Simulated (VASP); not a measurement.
# Al (Fm-3m) in VASP: notebook

One crystal, Al, is run at these levels: LDA, rev-vdW-DF2, r2SCAN+rVV10; tasks: relaxation of cell and atoms.

Program: VASP 6.6.1. These are calculated values, not measurements. Logs are shortened: lines on timing, memory, paths and dates and some standing lists are left out, and cuts for length are marked.

### 1 Starting point

Symmetry: Fm-3m, No. 225, cubic system. Conventional cell: a = 3.984 Å, b = 3.984 Å, c = 3.984 Å, α = 90.00°, β = 90.00°, γ = 90.00°. Around Al (site symmetry m-3m) lie 12 Al at 2.82 Å.

### 2 Relaxation of cell and atoms, LDA

INCAR

```
SYSTEM = Al
PREC = Accurate
ENCUT = 600
EDIFF = 1E-7
ISMEAR = 1
SIGMA = 0.1
LREAL = .FALSE.
LASPH = .TRUE.
NELM = 80
ALGO = Normal
ISIF = 3
LWAVE = .FALSE.
LCHARG = .FALSE.
GGA = CA
IBRION = 2
NSW = 90
EDIFFG = -0.005
```

KPOINTS

```
Automatic mesh
0
G
  16 16 16
  0 0 0
```

POSCAR

```
Al                                      
1.0
   -0.0000000000      1.9922394739      1.9922394739
    1.9922394739      0.0000000000      1.9922394739
    1.9922394739      1.9922394739      0.0000000000
  Al            
     1
Direct
     0.0000000000000000    0.0000000000000000    0.0000000000000000
```

Potentials or basis: VASP PAW LDA potentials, release 64 (Al).

Started as:

```console
> cat potpaw_LDA.64/Al/POTCAR > POTCAR
> mpirun -np 1 vasp_std > vasp.out
```

OUTCAR:

```text
SYSTEM = Al
   PREC = Accurate
   ENCUT = 600
   EDIFF = 1E-7
   ISMEAR = 1
   LREAL = .FALSE.
   LASPH = .TRUE.
   NELM = 80
   ISIF = 3
   GGA = CA
   IBRION = 2
   NSW = 90
   EDIFFG = -0.005

 ion  position               nearest neighbor table
   1  0.000  0.000  0.000-

  LATTYP: Found a face centered cubic cell.
 ALAT       =     3.9844789478

  Lattice vectors:

 A1 = (   0.0000000000,   1.9922394739,   1.9922394739)
 A2 = (   1.9922394739,   0.0000000000,   1.9922394739)
 A3 = (   1.9922394739,   1.9922394739,   0.0000000000)

Analysis of symmetry for initial positions (statically):
=====================================================================
 Subroutine PRICEL returns:
 Original cell was already a primitive cell.

 Routine SETGRP: Setting up the symmetry group for a
 face centered cubic supercell.

 Subroutine GETGRP returns: Found 48 space group operations
 (whereof 48 operations were pure point group operations)
 out of a pool of 48 trial point group operations.

The static configuration has the point symmetry O_h .

Analysis of symmetry for dynamics (positions and initial velocities):
=====================================================================
 Subroutine PRICEL returns:
 Original cell was already a primitive cell.

 Routine SETGRP: Setting up the symmetry group for a
 face centered cubic supercell.

 Subroutine GETGRP returns: Found 48 space group operations
 (whereof 48 operations were pure point group operations)
 out of a pool of 48 trial point group operations.

The dynamic configuration has the point symmetry O_h .

 Subroutine INISYM returns: Found 48 space group operations
 (whereof 48 operations are pure point group operations),
 and found     1 'primitive' translations

----------------------------------------------------------------------------------------

                                     Primitive cell

  volume of cell :      15.8145

  direct lattice vectors                    reciprocal lattice vectors
     0.000000000  1.992239474  1.992239474    -0.250973845  0.250973845  0.250973845
     1.992239474  0.000000000  1.992239474     0.250973845 -0.250973845  0.250973845
     1.992239474  1.992239474  0.000000000     0.250973845  0.250973845 -0.250973845

  length of vectors
     2.817452083  2.817452083  2.817452083     0.434699450  0.434699450  0.434699450

  position of ions in fractional coordinates (direct lattice)
     0.000000000  0.000000000  0.000000000

  ion indices of the primitive-cell ions
   primitive index   ion index
                 1           1

----------------------------------------------------------------------------------------

 KPOINTS: Automatic mesh

Automatic generation of k-mesh.
 Grid dimensions read from file:
 generate k-points for:   16   16   16

 Generating k-lattice:

  Cartesian coordinates                     Fractional coordinates (reciprocal lattice)
    -0.015685865  0.015685865  0.015685865     0.062500000  0.000000000  0.000000000
     0.015685865 -0.015685865  0.015685865     0.000000000  0.062500000  0.000000000
     0.015685865  0.015685865 -0.015685865     0.000000000  0.000000000  0.062500000

  Length of vectors
     0.027168716  0.027168716  0.027168716

  Shift w.r.t. Gamma in fractional coordinates (k-lattice)
     0.000000000  0.000000000  0.000000000

 Subroutine IBZKPT returns following result:
 ===========================================

 Found    145 irreducible k-points:

 Following reciprocal coordinates:
            Coordinates               Weight
  0.000000  0.000000  0.000000      1.000000
  0.062500  0.000000  0.000000      8.000000
  0.125000  0.000000  0.000000      8.000000
  0.187500  0.000000  0.000000      8.000000
  0.250000  0.000000  0.000000      8.000000
  0.312500  0.000000  0.000000      8.000000
[... 16 lines left out ...]
 -0.125000  0.062500  0.000000     24.000000
 -0.062500  0.062500  0.000000     12.000000
 [... further k-points ...]
   k-points           NKPTS =    145   k-points in BZ     NKDIM =    145   number of bands    NBANDS=      5
   number of dos      NEDOS =    301   number of ions     NIONS =      1
   total plane-waves  NPLWV =  13824
   dimension x,y,z NGX =    24 NGY =   24 NGZ =   24
   dimension x,y,z NGXF=    48 NGYF=   48 NGZF=   48
   ions per type =               1
   NGX,Y,Z   is equivalent  to a cutoff of  14.16, 14.16, 14.16 a.u.
   NGXF,Y,Z  is equivalent  to a cutoff of  28.32, 28.32, 28.32 a.u.
 SYSTEM =  Al
   PREC   = accura    normal or accurate (medium, high low for compatibility)
   ISTART =      0    job   : 0-new  1-cont  2-samecut
   ICHARG =      2    charge: 1-file 2-atom 10-const
   ISPIN  =      1    spin polarized calculation?
   LNONCOLLINEAR =      F non collinear calculations
   LSORBIT =      F    spin-orbit coupling
   LASPH  =      T    aspherical Exc in radial PAW
   ENCUT  =  600.0 eV  44.10 Ry    6.64 a.u.   5.63  5.63  5.63*2*pi/ulx,y,z
   NELM   =     80;   NELMIN=  2; NELMDL= -5     # of ELM steps
   EDIFF  = 0.1E-06   stopping-criterion for ELM
   LREAL  =      F    real-space projection
   EDIFFG = -.5E-02   stopping-criterion for IOM
   NSW    =     90    number of steps for IOM
   IBRION =      2    ionic relax: 0-MD 1-quasi-New 2-CG
   NFREE  =      1    steps in history (QN), initial steepest desc. (CG)
   ISIF   =      3    stress and relaxation
   ISYM   =      2    0-nonsym 1-usesym 2-fastsym
   POTIM  = 0.5000    time-step for ionic-motion
   TEBEG  =    0.0;   TEEND  =   0.0 temperature during run
   PSTRESS=    0.0 pullay stress
   NELECT =       3.0000    total number of electrons
   NUPDOWN=      -1.0000    fix difference up-down
   EMIN   =  10.00;   EMAX   =-10.00  energy-range for DOS
   EFERMI =   0.00;   METHOD = LEGACY
   ISMEAR =     1;   SIGMA  =   0.10  broadening in eV -4-tet -1-fermi 0-gaus
   EFERMI_NEDOS =   21; number of points for ismear=-14 and -15
   IALGO  =     38    algorithm
   IMIX   =      4    mixing-type and parameters
     AMIX     =   0.40;   BMIX     =  1.00
     AMIX_MAG =   1.60;   BMIX_MAG =  1.00
  volume/ion in A,a.u.               =      15.81       106.72
  Fermi-wavevector in a.u.,A,eV,Ry     =   0.940655  1.777580 12.038868  0.884832
  Thomas-Fermi vector in A             =   2.068088
   LORBIT       =      0    0 simple, 1 ext, 2 COOP (PROOUT), +10 PAW based schemes
   GGA     = CA    functional components
   LHFCALC =     F    Hartree Fock is set to
   AEXX    =    0.0000 exact exchange contribution
   IVDW    =     0    specifies the selected vdW correction
   LEPSILON=     F    determine dielectric tensor
   LRPA    =     F    only Hartree local field effects (RPA)
 conjugate gradient relaxation of ions
 non-spin polarized calculation
 Methfessel and Paxton  Order N= 1 SIGMA  =   0.10
  energy-cutoff  :      600.00
  volume of cell :       15.81
 maximum number of plane-waves:       544
   NGX = 11   NGY = 11   NGZ = 11

 number of electron       3.0000000 magnetization

 Free energy of the ion-electron system (eV)
  ---------------------------------------------------
  ext. energy  EPLUGINS =         0.00000000
  ---------------------------------------------------
  free energy    TOTEN  =        -4.19740361 eV

  energy without entropy =       -4.19776439  energy(sigma->0) =       -4.19752387

 E-fermi :   8.2698     XC(G=0): -10.5017

 val. band max:        8.2320006931   @ k =  -0.2500   0.3125   0.1250
 cond. band min:       8.3624466966   @ k =   0.4375   0.4375   0.0000
 fundamental gap:      0.1304460035
 Fermi energy:         8.2698008153

 k-point     1 :       0.0000    0.0000    0.0000
  band No.  band energies     occupation
      1      -3.1570      2.00000
      2      21.0411      0.00000
      3      21.0411      0.00000
      4      21.0411      0.00000
      5      22.6912      0.00000

 k-point     2 :       0.0625    0.0000    0.0000
  band No.  band energies     occupation
      1      -3.0481      2.00000
      2      19.2662      0.00000
      3      20.6859      0.00000
      4      20.6859      0.00000
      5      23.2142      0.00000

 k-point     3 :       0.1250    0.0000    0.0000
  band No.  band energies     occupation
      1      -2.7218      2.00000
      2      16.7140      0.00000
      3      20.1255      0.00000
      4      20.1255      0.00000
      5      23.3190      0.00000

 k-point     4 :       0.1875    0.0000    0.0000
  band No.  band energies     occupation
      1      -2.1797      2.00000
      2      14.1741      0.00000
      3      19.6645      0.00000
      4      19.6645      0.00000
      5      23.1268      0.00000

 k-point     5 :       0.2500    0.0000    0.0000
  band No.  band energies     occupation
      1      -1.4244      2.00000
      2      11.7470      0.00000
      3      19.3601      0.00000
      4      19.3601      0.00000
      5      22.9659      0.00000

 k-point     6 :       0.3125    0.0000    0.0000
  band No.  band energies     occupation
      1      -0.4595      2.00000
      2       9.4673     -0.00000
      3      19.2271      0.00000
      4      19.2271      0.00000
      5      22.1832      0.00000
[... 113 lines left out ...]
 k-point    21 :      -0.2500    0.0625    0.0000
  band No.  band energies     occupation
      1      -1.0304      2.00000
      2      11.0478      0.00000
      3      17.3593      0.00000
      4      20.6777      0.00000
      5      21.6946      0.00000

 k-point    22 :      -0.1875    0.0625    0.0000
  band No.  band energies     occupation
      1      -1.8554      2.00000
      2      13.4140      0.00000
      3      17.6343      0.00000
      4      20.8991      0.00000
      5      22.8722      0.00000

 k-point    23 :      -0.1250    0.0625    0.0000
  band No.  band energies     occupation
      1      -2.4685      2.00000
      2      15.8806      0.00000
      3      18.1062      0.00000
      4      21.2214      0.00000
      5      23.4425      0.00000

 k-point    24 :      -0.0625    0.0625    0.0000
  band No.  band energies     occupation
      1      -2.8667      2.00000
      2      18.1733      0.00000
      3      18.9498      0.00000
      4      21.3233      0.00000
      5      22.8678      0.00000

 [... further k-points ...]

------------------------ aborting loop because EDIFF is reached ----------------------------------------

  FORCE on cell =-STRESS in cart. coord.  units (eV):
  Direction    XX          YY          ZZ          XY          YZ          ZX
  --------------------------------------------------------------------------------------
  -------------------------------------------------------------------------------------
  Total        0.0005370      0.0005370      0.0005370      0.0000000      0.0000000     -0.0000000
  in kB        0.0544082      0.0544082      0.0544082      0.0000000      0.0000000     -0.0000000
  external PRESSURE =       0.0544082 kB  Pullay stress =       0.0000000 kB

 VOLUME and BASIS-vectors are now :
 -----------------------------------------------------------------------------
  energy-cutoff  :      600.00
  volume of cell :       15.81
      direct lattice vectors                 reciprocal lattice vectors
     0.000000000  1.992239474  1.992239474    -0.250973845  0.250973845  0.250973845
     1.992239474  0.000000000  1.992239474     0.250973845 -0.250973845  0.250973845
     1.992239474  1.992239474  0.000000000     0.250973845  0.250973845 -0.250973845

 POSITION                                       TOTAL-FORCE (eV/Angst)
 -----------------------------------------------------------------------------------
      0.00000      0.00000      0.00000         0.000000      0.000000      0.000000
 -----------------------------------------------------------------------------------
    total drift:                               -0.000000      0.000000      0.000000

  FREE ENERGIE OF THE ION-ELECTRON SYSTEM (eV)
  ---------------------------------------------------
  free  energy   TOTEN  =        -4.1974036089 eV

  energy  without entropy=       -4.1977643948  energy(sigma->0) =       -4.19752387

 reached required accuracy - stopping structural energy minimisation
```

Run time: 4.4 s. Hardware: 1 thread of Intel Xeon Platinum 8488C (Sapphire Rapids), shared host; peak memory 0.13 GiB.

Results:

```
Free energy             : -4.1974 eV
Pressure after relaxing : 0.0 GPa
Band gap on the k mesh  : none (metal or under the smearing width)
```

Final structure:
```yaml
crystal:
  lattice:
    - [0.00000, 1.99224, 1.99224]
    - [1.99224, 0.00000, 1.99224]
    - [1.99224, 1.99224, 0.00000]
  atoms:
    - { symbol: Al, position: [0.00000, 0.00000, 0.00000] }
```

Caveat: the relaxation stopped at its first step, so nothing moved.

### 3 Relaxation of cell and atoms, rev-vdW-DF2

This run uses another cell than the first one, of 16.60 Å³/atom, 1.050 times its volume.

INCAR

```
AGGAC    = 0.0          
ALGO     = Normal         # electronic algorithm
EDIFF    = 1E-6           # SCF threshold, eV
EDIFFG   = -0.01          # ionic threshold
ENCUT    = 600            # plane-wave cutoff, eV
GGA      = MK             # functional
IBRION   = 2              # ionic algorithm
ISIF     = 3              # what is computed and relaxed
ISMEAR   = 1              # smearing method
LASPH    = T              # aspherical terms in the spheres
LCHARG   = F              # write CHGCAR
LREAL    = F              # projectors in reciprocal space
LUSE_VDW = T            
LWAVE    = F              # write WAVECAR
NELM     = 80             # most SCF steps
NSW      = 90             # ionic steps
PARAM1   = 0.1234       
PARAM2   = 0.711357     
PREC     = Accurate       # precision mode
SIGMA    = 0.1            # smearing width, eV
ZAB_VDW  = -1.8867
```

KPOINTS

```
k-points
0
Gamma
  16 16 16
```

POSCAR

```
Al
1.0
    0.0000000000      2.0248050000      2.0248050000
    2.0248050000      0.0000000000      2.0248050000
    2.0248050000      2.0248050000      0.0000000000
Al
1
Direct
    0.0000000000      0.0000000000      0.0000000000
```

Potentials or basis: VASP PAW PBE potentials, release 64 (Al).

Started as:

```console
> cat potpaw_PBE.64/Al/POTCAR > POTCAR
> mpirun -np 1 vasp_std > vasp.out
```

It took 18 s on 1 thread of Intel Xeon 6975P-C (Granite Rapids), shared host; peak memory 0.27 GiB.

The run converged. Its results:

```
Free energy                            : -2.6378 eV
Relaxed volume                         : 16.42 Å³/atom
Relaxed cell                           : a = 2.853 Å, b = 2.853 Å, c = 2.853 Å, α = 60.00°, β = 60.00°, γ = 60.00°
Space group after relaxing (to 0.05 Å) : Fm-3m (No. 225)
Energy gained by relaxing              : 0.4 meV/atom
Ionic steps                            : 2
Pressure after relaxing                : 0.1 GPa
Band gap on the k mesh                 : none (metal or under the smearing width)
```

Step by step:
```
step  energy change (eV)  largest force (eV/Å)  pressure (GPa)  volume (Å³)
   1              0.0000                0.0000           -0.73        16.60
   2             -0.0004                0.0000            0.10        16.42
```

Final structure:
```
Al
1.0
     0.00000    2.01740    2.01740
     2.01740    0.00000    2.01740
     2.01740    2.01740    0.00000
Al
1
Cartesian
  4.0348 4.0348 4.0348
```

Levels at points of the mesh, in eV from the Fermi level:
```csv
k point,band 1,band 2,band 3,band 4,band 5
"(0.00, 0.00, 0.00)",-11.19,12.59,12.59,12.59,14.07
"(0.50, 0.00, 0.00)",-4.62,-4.43,11.36,11.36,11.45
"(0.50, 0.50, 0.00)",-2.97,-1.62,5.23,5.55,5.55
```

Caveat: the PAW data sets were made with another functional, which shifts forces and pressure a little.

### 4 Relaxation of cell and atoms, rev-vdW-DF2

This run uses another cell than the first one, of 16.42 Å³/atom, 1.038 times its volume.

INCAR, as its differences from that of step 3:

```diff
@@ -2,4 +2,4 @@
 ALGO     = Normal         # electronic algorithm
-EDIFF    = 1E-6           # SCF threshold, eV
-EDIFFG   = -0.01          # ionic threshold
+EDIFF    = 1E-7           # SCF threshold, eV
+EDIFFG   = -0.005         # ionic threshold
 ENCUT    = 600            # plane-wave cutoff, eV
```

KPOINTS is that of step 3.

POSCAR

```
Al                                      
1.0
    0.0000000000      2.0174025929      2.0174025929
    2.0174025929     -0.0000000000      2.0174025929
    2.0174025929      2.0174025929      0.0000000000
  Al            
     1
Direct
     1.0000000000000000    1.0000000000000000    1.0000000000000000
```

Started as:

```console
> cat potpaw_PBE.64/Al/POTCAR > POTCAR
> mpirun -np 1 vasp_std > vasp.out
```

It took 20 s on 1 thread of Intel Xeon 6975P-C (Granite Rapids), shared host; peak memory 0.26 GiB.

The run converged. Its results:

```yaml
Free_energy: -2.6378 eV
Relaxed_volume: 16.45 Å³/atom
Relaxed_cell: a = 2.854 Å, b = 2.854 Å, c = 2.854 Å, α = 60.00°, β = 60.00°, γ = 60.00°
Space_group_after_relaxing_to_0.05_Å: Fm-3m (No. 225)
Energy_gained_by_relaxing: 0.0 meV/atom
Ionic_steps: 2
Pressure_after_relaxing: 0.0 GPa
Band_gap_on_the_k_mesh: none (metal or under the smearing width)
```

Final structure:
```xyz
1
Lattice="0.0000 2.0184 2.0184 2.0184 0.0000 2.0184 2.0184 2.0184 0.0000" Properties=species:S:1:pos:R:3 pbc="T T T"
Al    2.0184    2.0184    4.0368
```

Levels at points of the mesh, in eV from the Fermi level:
```csv
k point,band 1,band 2,band 3,band 4,band 5
"(0.00, 0.00, 0.00)",-11.18,12.58,12.58,12.58,14.05
"(0.50, 0.00, 0.00)",-4.62,-4.43,11.34,11.34,11.45
"(0.50, 0.50, 0.00)",-2.97,-1.62,5.23,5.55,5.55
```

Caveat: the PAW data sets were made with another functional, which shifts forces and pressure a little.

(Part 1 of 2 ends here.)
